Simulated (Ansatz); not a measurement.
## Sn under strain

All numbers below come from DFT r2SCAN, scalar-relativistic, plane waves, PAW (Ansatz). Run with 500 eV cutoff, 12×12×8 k-mesh, Gaussian smearing of 0.10 eV, no spin polarisation.

Starting point, cell and atoms relaxed:

```
CELL_PARAMETERS angstrom
3.28227 3.28227 0.00000
-3.28227 3.28227 0.00000
0.00000 0.00000 6.56453
ATOMIC_POSITIONS crystal
Sn 0.00000 0.00000 0.50000
Sn 0.00000 0.50000 0.25000
Sn 0.50000 0.50000 0.00000
Sn 0.50000 0.00000 0.75000
```

Deformation: biaxial strain in the a-b plane, with the length and tilt of c and the atoms relaxed, all within the symmetry that the strain leaves. Energies are extrapolated to zero smearing.

| strain (%) | ΔE (meV/atom) | a (Å) | b (Å) | c (Å) |
| --- | --- | --- | --- | --- |
| -3.0 | 15.2 | 4.503 | 4.503 | 6.750 |
| -2.0 | 6.7 | 4.549 | 4.549 | 6.689 |
| -1.0 | 1.7 | 4.595 | 4.595 | 6.629 |
| +0.0 | 0.0 | 4.642 | 4.642 | 6.565 |
| +1.0 | 1.4 | 4.688 | 4.688 | 6.507 |
| +2.0 | 5.6 | 4.735 | 4.735 | 6.445 |
| +3.0 | 12.5 | 4.781 | 4.781 | 6.383 |

What stiffness (1/V) d²E/dε² at zero strain does a cubic fit over all points give?

A cubic fit gives (1/V) d²E/dε² = 139 GPa at zero strain (twice the biaxial modulus).

How does the free axis c answer a small strain?

Between the innermost points its strain is -0.93 times the applied one.